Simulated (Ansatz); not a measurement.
An Ansatz input:

```yaml
crystal:
  lattice:
    - [2.6297143956, 0.0, 0.0]
    - [-1.3148571978, 2.2773994713, 0.0]
    - [0.0, 0.0, 9.2644299261]
  atoms:
    - { symbol: V, position: [1.0, 1.0, 1.0] }
    - { symbol: V, position: [1.0, 1.0, 0.5] }
    - { symbol: V, position: [0.3333333333, 0.6666666667, 0.25] }
    - { symbol: V, position: [0.6666666667, 0.3333333333, 0.75] }
hamiltonian:
  xc: pbe
  pseudopotentials:
    kind: paw
    azcp:
      V: "pseudopotentials/V.paw.azcp"
basis:
  ecutwfc: 420
  fft_grid_basis: typed
kpoints:
  mp_grid: { grid: [18, 18, 5], shift: [0, 0, 0] }
magnetization:
  spin_polarized: false
scf:
  occupations: { method: fermi_dirac, width: 0.1 }
```

and its output:

```
Engine: ansatz 0.2.0, x86_64-unknown-linux-gnu
Pseudopotentials: kind: paw
Pseudopotential: V, paw, valence charge 13, recommended cutoff 420 eV (normal) 
Functional definition: PBE
  parameter kappa = 0.804
  parameter beta = 0.06672455060314922
  exchange = pbe_x(kappa = kappa, mu = beta*pi^2/3)
  correlation = pbe_c(beta = beta)
Crystal: 4 atoms, lattice volume = 55.484 Å³
Basis set: ecut = 420 eV, 1105 PW (Γ)
Bands: 32, of which v1, the nominal top of the filled ones, is band 26 counted from 1 (25 counted from 0)
Symmetry: 24 space group operations
Space group: P63/mmc (ITA 194), of the structure as read, at distance tolerance 3.8e-5 Å
k-points: 111 of 1620
Non-local potential: V, projectors of the file, l = 0: 3, l = 1: 2, l = 2: 3, l = 3: 1
PAW form: soft (Blöchl's): semilocal exchange-correlation on the pseudo side does not see the compensation charge
PAW one-centre angular grid: V, 590 points (default); XC on 64 Gauss nodes
Initial density: superposition of atomic densities (neutral atoms: chi_scale 0, normalization atom), corrected by the library's trained network
Initial wavefunctions: pseudopotential atomic-orbital guess
Functional: x = pbe(κ = 0.804, μ = 0.2195149727645171), c = pbe(β = 0.06672455060314922)
SCF iter   1: F=—  HF=-11648.807715 eV  |F-HF|=—  |Δ(HF+E_count)|=         —  Δρ=9.41e-3  dr2=9.40e-2  ethr=1.77e-3  ⟨swp⟩=3.8  Hψ=23914  notcnv=0  defer=1
automatic band count: the SCF goes on with 38 bands, as 32 were too few: the levels above may hold too much charge
SCF iter   2: F=—  HF=-11648.806796 eV  |F-HF|=—  |Δ(HF+E_count)|=   9.20e-4  Δρ=8.18e-3  dr2=7.45e-2  ethr=1.81e-4  ⟨swp⟩=1.0  Hψ=5108  notcnv=0
SCF iter   3: F=—  HF=-11648.803914 eV  |F-HF|=—  |Δ(HF+E_count)|=   2.88e-3  Δρ=2.20e-3  dr2=4.87e-3  ethr=1.43e-4  ⟨swp⟩=1.0  Hψ=4186  notcnv=0
SCF iter   4: F=—  HF=-11648.803559 eV  |F-HF|=—  |Δ(HF+E_count)|=   3.55e-4  Δρ=3.80e-4  dr2=5.08e-5  ethr=9.36e-6  ⟨swp⟩=1.5  Hψ=4471  notcnv=0
SCF iter   5: F=—  HF=-11648.803554 eV  |F-HF|=—  |Δ(HF+E_count)|=   5.73e-6  Δρ=5.50e-5  dr2=1.85e-6  ethr=9.76e-8  ⟨swp⟩=2.5  Hψ=7213  notcnv=0
SCF iter   6: F=—  HF=-11648.803554 eV  |F-HF|=—  |Δ(HF+E_count)|=   4.99e-7  Δρ=1.64e-5  dr2=2.14e-7  ethr=3.56e-9  ⟨swp⟩=2.0  Hψ=5348  notcnv=0
SCF iter   7: F=-11648.803554 eV  HF=-11648.803554 eV  |F-HF|=2.39e-8  |Δ(HF+E_count)|=   1.56e-8  Δρ=5.97e-6  dr2=2.99e-8  ethr=1.92e-10  ⟨swp⟩=2.0  Hψ=7589  notcnv=0
SCF 1 converged in 7 iterations: F = -11648.803554 eV  dr2 = 2.99e-8
SCF converged after 7 iterations
Free energy (F): -11648.803554 eV
Harris-Foulkes:  -11648.803554 eV  (|F-HF|=2.39e-8)
Internal energy: -11648.585898 eV  (E = F + TS)
E sigma→0 (E₀):  -11648.694726 eV
Entropy (-TS):   -0.217656 eV (-54.414 meV/atom)
Fermi energy:    16.297264 eV
--- Per-component energies (eV) ---
  E_band       = -604.983676
  E_kinetic    = 1343.417513
  E_local      = -3670.074743  (includes V_loc(G=0)·N_el)
  E_nonlocal   = -182.009718
  E_hartree    = 1677.133165
  E_xc         = -521.063578
  E_vxc        = -660.499698  (∫ρ·V_xc dr)
  E_paw        = -4450.439076  (= ΣΔE_a)
  E_vpaw       = -790.089797  (= ΣTr[D̂ρ^β])
  E_aug_tail   = 0.001045  (compensation charges beyond the density's cutoff)
  E_ewald      = -5845.550507
  E_smearing   = -0.217656  (= −TS)
  E_closure    = 0.000000  (closes the sum)
  Σ components = -11648.803554   (vs F -11648.803554, Δ=0.00e0)
```

Launched by

```sh
ansatz run input.yaml --threads 1 --pin off --max-ram 3584MiB --backend cpu --events-out ev --progress --plain --runs-dir out
```

On 1 thread of Intel(R) Xeon(R) Platinum 8259CL CPU @ 2.50GHz (Skylake/Cascade Lake) (shared host) this took about 15 s of wall time and 14 s of CPU time.
